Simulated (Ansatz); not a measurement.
PbSe, DFT, PBEsol, all-electron LAPW, scalar-relativistic (Ansatz 0.2.0), run on 1 thread of Intel(R) Xeon(R) 6975P-C (Granite Rapids) on a shared host.

The cell is COD entry 9008695, as deposited and not checked against the literature; nothing was relaxed. The listed cell was then made from it by scaling, straining or moving an atom.

Command: `ansatz run input.yaml --threads 1 --pin off --max-ram 3072MiB --backend cpu --events-out ev --progress --plain --runs-dir out`

```yaml
crystal:
  lattice:
    - [-0.061243, 3.0315285, 3.0315285]
    - [3.0315285, -0.061243, 3.0315285]
    - [3.0315285, 3.0315285, -0.061243]
  atoms:
    - { symbol: Pb, position: [0.0, 0.0, 0.0] }
    - { symbol: Se, position: [0.5, 0.5, 0.5] }
kpoints:
  mp_grid: { grid: [7, 7, 7] }
  band_path:
    path:
      - [0.0, 0.0, 0.0]
      - [0.5, 0.5, 0.5]
      - [0.2551801333, 0.5, 0.7448198667]
      - [-0.2551801333, 0.2551801333, 0.5]
      - [0.0, 0.0, 0.5]
      - [0.0, 0.0, 0.0]
      - [-0.3775900666, 0.0, 0.3775900666]
      - [0.0, 0.3775900666, 0.6224099334]
      - [0.0, 0.5, 0.5]
    npoints: 5
scf:
  occupations: { method: fermi_dirac, width: 0.02 }
hamiltonian:
  xc: pbesol
  pseudopotentials: { kind: all_electron, lapw: { basis_error: 0.0005 } }
output:
  forces: true
  stress: true
  eigenvalues: true
```

Problem. How large is the problem that the program sets up?

Solution. 44 irreducible k-points, 357 plane waves at Γ, 36 bands.

Problem. Estimate the wall time and the peak memory.

Solution. 9.9 s of wall time for 7 SCF iterations, with a peak of 0.38 GiB. Times on shared machines scatter by tens of per cent.
